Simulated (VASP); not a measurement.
# PbSe (Fmm2) in VASP: notebook

Runs on PbSe. Level: PBE. Tasks: single point.

All numbers are computed with VASP 6.6.1; they aren't measurements. Logs are shortened: lines on timing, memory, paths and dates and some standing lists are left out, and cuts for length are marked.

## (1) The structure

The structure is orthorhombic, space group Fmm2 (No. 42). Conventional cell: a = 6.236 Å, b = 24.002 Å, c = 6.251 Å, α = 90.00°, β = 90.00°, γ = 90.00°. Pb (site symmetry m) has 5 Se at 2.83 to 3.21 Å as nearest neighbours. Around Se (site symmetry m) lie 5 Pb at 2.83 to 3.21 Å.

The cell comes from a database or a generator and needn't be the stable form of this composition.

## (2) Single point, PBE (all atoms moved at random, cell strained at random)

INCAR reads:

```
SYSTEM = PbSe
PREC = Accurate
ENCUT = 520
EDIFF = 1E-6
ISMEAR = 0
SIGMA = 0.02
LREAL = .False.
LASPH = .True.
NELM = 100
ALGO = Fast
ISIF = 2
LWAVE = .False.
LCHARG = .True.
GGA = PE
LELF = .True.
LVHAR = .True.
NBANDS = 28
```

KPOINTS reads:

```
Automatic mesh
0
Gamma
  6 6 6
  0 0 0
```

POSCAR reads:

```
PbSe
1.0
   -0.0422347365     12.3037796198      3.1794177139
    3.2608243441     -0.0236917742      3.2282511059
    3.2032124330     12.3015283777     -0.0334920891
Pb Se
2 2
Direct
    0.1807343199      0.8267106609      0.1816885475
    0.7648263715      0.1678483848      0.8619898109
    0.7193458564      0.2572556104      0.6653299218
    0.3010928524      0.7141847441      0.3249923195
```

Potentials or basis: VASP PAW PBE potentials, release 64 (Pb_d, Se).

Launch:

```bash
$ cat potpaw_PBE.64/Pb_d/POTCAR potpaw_PBE.64/Se/POTCAR > POTCAR
$ mpirun -np 1 vasp_std > vasp.out
```

OUTCAR:

```text
SYSTEM = PbSe
   PREC = Accurate
   ENCUT = 520
   EDIFF = 1E-6
   ISMEAR = 0
   LREAL = .False.
   LASPH = .True.
   NELM = 100
   ISIF = 2
   GGA = PE

 ion  position               nearest neighbor table
   1  0.181  0.827  0.182-   3 2.99   3 3.14   4 3.25   3 3.35
   2  0.765  0.168  0.862-   4 2.95   3 3.00   4 3.23   4 3.30
   3  0.719  0.257  0.665-   1 2.99   2 3.00   1 3.14   1 3.35
   4  0.301  0.714  0.325-   2 2.95   2 3.23   1 3.25   2 3.30

  LATTYP: Found a triclinic cell.
 ALAT       =     4.5668065210
 B/A-ratio  =     1.4247026434
 C/A-ratio  =     4.4246812764
 COS(alpha) =     0.0011133307
 COS(beta)  =     0.5599244197
 COS(gamma) =     0.7089955725

  Lattice vectors:

 A1 = (   3.2454471695,  -0.0022512421,  -3.2129098030)
 A2 = (   6.5062715136,  -0.0259430163,   0.0153413029)
 A3 = (   0.0114803873, -12.2608985556, -16.0617395317)

Analysis of symmetry for initial positions (statically):
=====================================================================
 Subroutine PRICEL returns:
 Original cell was already a primitive cell.

 Routine SETGRP: Setting up the symmetry group for a
 triclinic supercell.

 Subroutine GETGRP returns: Found  1 space group operations
 (whereof  1 operations were pure point group operations)
 out of a pool of  2 trial point group operations.

The static configuration has the point symmetry C_1 .

Analysis of symmetry for dynamics (positions and initial velocities):
=====================================================================
 Subroutine PRICEL returns:
 Original cell was already a primitive cell.

 Routine SETGRP: Setting up the symmetry group for a
 triclinic supercell.

 Subroutine GETGRP returns: Found  1 space group operations
 (whereof  1 operations were pure point group operations)
 out of a pool of  2 trial point group operations.

The dynamic configuration has the point symmetry C_1 .

 Subroutine INISYM returns: Found  1 space group operations
 (whereof  1 operations are pure point group operations),
 and found     1 'primitive' translations

----------------------------------------------------------------------------------------

                                     Primitive cell

  volume of cell :     258.0292

  direct lattice vectors                    reciprocal lattice vectors
    -0.042234737 12.303779620  3.179417714    -0.153903628  0.040499239  0.155753744
     3.260824344 -0.023691774  3.228251106     0.153175600 -0.039464278  0.154754472
     3.203212433 12.301528378 -0.033492089     0.154226798  0.040708057 -0.155484203

  length of vectors
    12.708008251  4.588588226 12.711777690     0.222678566  0.221289720  0.222751854

  position of ions in fractional coordinates (direct lattice)
     0.180734320  0.826710661  0.181688548
     0.764826371  0.167848385  0.861989811
     0.719345856  0.257255610  0.665329922
     0.301092852  0.714184744  0.324992319

  ion indices of the primitive-cell ions
   primitive index   ion index
                 1           1
                 2           2
                 3           3
                 4           4

----------------------------------------------------------------------------------------

 KPOINTS: Automatic mesh

Automatic generation of k-mesh.
 Grid dimensions read from file:
 generate k-points for:    6    6    6

 Generating k-lattice:

  Cartesian coordinates                     Fractional coordinates (reciprocal lattice)
    -0.025650605  0.006749873  0.025958957     0.166666667  0.000000000 -0.000000000
     0.025529267 -0.006577380  0.025792412     0.000000000  0.166666667  0.000000000
     0.025704466  0.006784676 -0.025914034     0.000000000 -0.000000000  0.166666667

  Length of vectors
     0.037113094  0.036881620  0.037125309

  Shift w.r.t. Gamma in fractional coordinates (k-lattice)
     0.000000000  0.000000000  0.000000000

 Subroutine IBZKPT returns following result:
 ===========================================

 Found    112 irreducible k-points:

 Following reciprocal coordinates:
            Coordinates               Weight
  0.000000  0.000000  0.000000      1.000000
  0.166667  0.000000  0.000000      2.000000
  0.333333  0.000000  0.000000      2.000000
  0.500000  0.000000  0.000000      1.000000
 -0.000000  0.166667 -0.000000      2.000000
  0.166667  0.166667  0.000000      2.000000
[... 16 lines left out ...]
  0.333333 -0.000000  0.166667      2.000000
  0.500000  0.000000  0.166667      2.000000
 [... further k-points ...]
   k-points           NKPTS =    112   k-points in BZ     NKDIM =    112   number of bands    NBANDS=     28
   number of dos      NEDOS =    301   number of ions     NIONS =      4
   total plane-waves  NPLWV = 331776
   dimension x,y,z NGX =    96 NGY =   36 NGZ =   96
   dimension x,y,z NGXF=   192 NGYF=   72 NGZF=  192
   ions per type =               2   2
   NGX,Y,Z   is equivalent  to a cutoff of  12.56, 13.04, 12.55 a.u.
   NGXF,Y,Z  is equivalent  to a cutoff of  25.12, 26.09, 25.11 a.u.
 SYSTEM =  PbSe
   PREC   = accura    normal or accurate (medium, high low for compatibility)
   ISTART =      0    job   : 0-new  1-cont  2-samecut
   ICHARG =      2    charge: 1-file 2-atom 10-const
   ISPIN  =      1    spin polarized calculation?
   LNONCOLLINEAR =      F non collinear calculations
   LSORBIT =      F    spin-orbit coupling
   LASPH  =      T    aspherical Exc in radial PAW
   ENCUT  =  520.0 eV  38.22 Ry    6.18 a.u.  23.63  8.53 23.64*2*pi/ulx,y,z
   NELM   =    100;   NELMIN=  2; NELMDL= -5     # of ELM steps
   EDIFF  = 0.1E-05   stopping-criterion for ELM
   LREAL  =      F    real-space projection
   EDIFFG = 0.1E-04   stopping-criterion for IOM
   NSW    =      0    number of steps for IOM
   IBRION =     -1    ionic relax: 0-MD 1-quasi-New 2-CG
   NFREE  =      0    steps in history (QN), initial steepest desc. (CG)
   ISIF   =      2    stress and relaxation
   ISYM   =      2    0-nonsym 1-usesym 2-fastsym
   POTIM  = 0.5000    time-step for ionic-motion
   TEBEG  =    0.0;   TEEND  =   0.0 temperature during run
   PSTRESS=    0.0 pullay stress
   NELECT =      40.0000    total number of electrons
   NUPDOWN=      -1.0000    fix difference up-down
   EMIN   =  10.00;   EMAX   =-10.00  energy-range for DOS
   EFERMI =   0.00;   METHOD = LEGACY
   ISMEAR =     0;   SIGMA  =   0.02  broadening in eV -4-tet -1-fermi 0-gaus
   EFERMI_NEDOS =   21; number of points for ismear=-14 and -15
   IALGO  =     68    algorithm
   IMIX   =      4    mixing-type and parameters
     AMIX     =   0.40;   BMIX     =  1.00
     AMIX_MAG =   1.60;   BMIX_MAG =  1.00
  volume/ion in A,a.u.               =      64.51       435.32
  Fermi-wavevector in a.u.,A,eV,Ry     =   0.879438  1.661897 10.522897  0.773411
  Thomas-Fermi vector in A             =   1.999662
   LORBIT       =      0    0 simple, 1 ext, 2 COOP (PROOUT), +10 PAW based schemes
   GGA     = PE    functional components
   LHFCALC =     F    Hartree Fock is set to
   AEXX    =    0.0000 exact exchange contribution
   IVDW    =     0    specifies the selected vdW correction
   LEPSILON=     F    determine dielectric tensor
   LRPA    =     F    only Hartree local field effects (RPA)
 non-spin polarized calculation
 RMM-DIIS sequential band-by-band and
 Gauss-broadening in eV      SIGMA  =   0.02
  energy-cutoff  :      520.00
  volume of cell :      258.03
 maximum number of plane-waves:      6977
 NGX is ok and might be reduce to    96
   NGX = 47   NGY = 17   NGZ = 47

 number of electron      40.0000001 magnetization

 Free energy of the ion-electron system (eV)
  ---------------------------------------------------
  ext. energy  EPLUGINS =         0.00000000
  ---------------------------------------------------
  free energy    TOTEN  =       -15.59162116 eV

  energy without entropy =      -15.59162116  energy(sigma->0) =      -15.59162116

 E-fermi :  -0.3429     XC(G=0):  -5.3928

 val. band max:       -0.4930279675   @ k =   0.0000  -0.0000   0.5000
 cond. band min:       0.6846376746   @ k =   0.5000   0.5000   0.5000
 fundamental gap:      1.1776656421
 Fermi energy:        -0.3428992599

 k-point     1 :       0.0000    0.0000    0.0000
  band No.  band energies     occupation
      1     -17.3172      2.00000
      2     -17.2947      2.00000
      3     -17.2805      2.00000
      4     -17.2569      2.00000
      5     -17.2446      2.00000
      6     -16.9417      2.00000
[... 20 lines left out ...]
     27       4.5916      0.00000
     28       5.2280      0.00000

 k-point     2 :       0.1667    0.0000    0.0000
  band No.  band energies     occupation
      1     -17.3142      2.00000
      2     -17.2946      2.00000
      3     -17.2815      2.00000
      4     -17.2541      2.00000
      5     -17.2475      2.00000
      6     -16.9387      2.00000
[... 20 lines left out ...]
     27       4.0388      0.00000
     28       5.3700      0.00000

 k-point     3 :       0.3333    0.0000    0.0000
  band No.  band energies     occupation
      1     -17.3087      2.00000
      2     -17.2946      2.00000
      3     -17.2833      2.00000
      4     -17.2551      2.00000
      5     -17.2460      2.00000
      6     -16.9330      2.00000
[... 20 lines left out ...]
     27       4.2093      0.00000
     28       5.7130      0.00000

 k-point     4 :       0.5000    0.0000    0.0000
  band No.  band energies     occupation
      1     -17.3062      2.00000
      2     -17.2946      2.00000
      3     -17.2842      2.00000
      4     -17.2582      2.00000
      5     -17.2424      2.00000
      6     -16.9303      2.00000
[... 578 lines left out ...]
     27       4.5914      0.00000
     28       5.2274      0.00000

 k-point    23 :       0.3333   -0.0000    0.1667
  band No.  band energies     occupation
      1     -17.3142      2.00000
      2     -17.2946      2.00000
      3     -17.2815      2.00000
      4     -17.2541      2.00000
      5     -17.2475      2.00000
      6     -16.9387      2.00000
[... 20 lines left out ...]
     27       4.0537      0.00000
     28       5.3334      0.00000

 k-point    24 :       0.5000    0.0000    0.1667
  band No.  band energies     occupation
      1     -17.3087      2.00000
      2     -17.2946      2.00000
      3     -17.2833      2.00000
      4     -17.2551      2.00000
      5     -17.2460      2.00000
      6     -16.9330      2.00000
[... 20 lines left out ...]
     27       4.3827      0.00000
     28       5.4477      0.00000

 [... further k-points ...]

------------------------ aborting loop because EDIFF is reached ----------------------------------------

  FORCE on cell =-STRESS in cart. coord.  units (eV):
  Direction    XX          YY          ZZ          XY          YZ          ZX
  --------------------------------------------------------------------------------------
  -------------------------------------------------------------------------------------
  Total       -3.7902771     -4.1765323     -3.3294016     -0.8963313     -0.0333821      0.0905295
  in kB      -23.5349185    -25.9332881    -20.6732102     -5.5655781     -0.2072791      0.5621235
  external PRESSURE =     -23.3804723 kB  Pullay stress =       0.0000000 kB

 VOLUME and BASIS-vectors are now :
 -----------------------------------------------------------------------------
  energy-cutoff  :      520.00
  volume of cell :      258.03
      direct lattice vectors                 reciprocal lattice vectors
    -0.042234737 12.303779620  3.179417714    -0.153903628  0.040499239  0.155753744
     3.260824344 -0.023691774  3.228251106     0.153175600 -0.039464278  0.154754472
     3.203212433 12.301528378 -0.033492089     0.154226798  0.040708057 -0.155484203

 POSITION                                       TOTAL-FORCE (eV/Angst)
 -----------------------------------------------------------------------------------
      3.27011      4.43918      3.23737         0.220954      1.176716      0.055374
      3.27616     20.01007      2.94469        -0.098136     -0.564735     -0.069630
      2.93968     17.02915      3.09530         0.064799      0.108500     -0.045737
      3.35713      7.68556      3.25198        -0.187618     -0.720481      0.059993
 -----------------------------------------------------------------------------------
    total drift:                               -0.000016      0.000343     -0.000262

  FREE ENERGIE OF THE ION-ELECTRON SYSTEM (eV)
  ---------------------------------------------------
  free  energy   TOTEN  =       -15.5916211607 eV

  energy  without entropy=      -15.5916211607  energy(sigma->0) =      -15.59162116
```

Run time: 26 min. Hardware: 1 thread of Intel Xeon 6975P-C (Granite Rapids), shared host; peak memory 1.1 GiB.

Results:

```
Free energy            : -15.5916 eV
Pressure               : -2.3 GPa
Largest force          : 1.199 eV/Å
Band gap on the k mesh : 1.18 eV, indirect (least direct gap 1.20 eV)
```

Forces on the atoms (eV/Å):
```
Pb   0.221  1.177  0.055
Pb  -0.098 -0.565 -0.070
Se   0.065  0.108 -0.046
Se  -0.188 -0.720  0.060
```

Caveat: spin-orbit coupling is left out, which as a rule narrows the gap of such compounds by several tenths of an eV; forces of over 1 eV/Å show positions far from the minimum, so gaps and moduli don't describe the material at rest. A k mesh can miss the band edges.

## (3) Single point, PBE

INCAR reads:

```
SYSTEM = PbSe
PREC = Accurate ; ENCUT = 520
EDIFF = 1E-7 ; ISMEAR = 0
SIGMA = 0.1 ; LREAL = .False.
LASPH = .True. ; NELM = 100
ALGO = Normal ; ISIF = 2
LWAVE = .False. ; LCHARG = .False.
GGA = PE ; NBANDS = 28
```

KPOINTS reads:

```
regular mesh
0
Gamma
  4 4 4
  0 0 0
```

POSCAR reads:

```
PbSe
1.0
    0.0000000000     12.0007990000      3.1254420000
    3.1181510000      0.0000000000      3.1254420000
    3.1181510000     12.0007990000      0.0000000000
Pb Se
2 2
Direct
    0.1907300000      0.8052670000      0.1947330000
    0.8052670000      0.1907300000      0.8092700000
    0.6744230000      0.2955810000      0.7044190000
    0.2955810000      0.6744230000      0.3255770000
```

Potentials or basis: VASP PAW PBE potentials, release 64 (Pb_d, Se).

Launch:

```bash
$ cat potpaw_PBE.64/Pb_d/POTCAR potpaw_PBE.64/Se/POTCAR > POTCAR
$ mpirun -np 1 vasp_std > vasp.out
```

It took 5.1 min on 1 thread of Intel Xeon Platinum 8488C (Sapphire Rapids), shared host; peak memory 0.69 GiB.

It converged, with:

* Free energy: -16.1058 eV
* Pressure: -0.1 GPa
* Largest force: 0.068 eV/Å
* Band gap on the k mesh: 1.68 eV, direct

Forces on the atoms (eV/Å):
```
Pb   0.000  0.024 -0.007
Pb   0.000 -0.024 -0.007
Se   0.000  0.067  0.007
Se   0.000 -0.067  0.007
```

Stress tensor (GPa, compression positive):
```
 0.00  0.00  0.00
 0.00 -0.20  0.00
 0.00  0.00 -0.02
```

Levels at points of the mesh, in eV from the valence-band top:
```
           k point  band 18  band 19  band 20  band 21  band 22  band 23
(0.00, 0.00, 0.00)    -1.22    -1.21    -0.37     2.27     4.00     4.64
(0.50, 0.00, 0.00)    -0.80     0.00     0.00     1.68     1.68     2.62
(0.50, 0.50, 0.00)    -2.57    -1.26    -1.24     3.75     3.79     5.21
(0.50, 0.00, 0.50)    -1.22    -1.21    -0.37     2.16     4.64     4.77
(0.00, 0.50, 0.50)    -2.57    -1.26    -1.24     3.77     3.78     5.20
```

Caveat: spin-orbit coupling is left out, which as a rule narrows the gap of such compounds by several tenths of an eV.
